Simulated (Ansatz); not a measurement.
Input:

LiI:
```
CELL_PARAMETERS angstrom
      0.00000     3.00978     3.00978
      3.00978     0.00000     3.00978
      3.00978     3.00978     0.00000
ATOMIC_POSITIONS crystal
  Li 0.00000 0.00000 0.00000
  I  0.50000 0.50000 0.50000
```

This is the PBE-relaxed structure.

All from the program Ansatz at the PBE level (PAW), unless another level is named. Estimate the Hill bulk and shear moduli.

19.8 and 12.4 GPa.

Give the vibrational entropy at 300 K.

44.9 J/(K·mol of atoms).

Space group Fm-3m (rock salt). The PBE relaxation kept the symmetry of its start; phonons on a q-mesh show no instability. Scalar-relativistic: spin–orbit coupling is off unless named, which matters more the heavier the elements.

Potentials: the later of the program's two PAW sets.
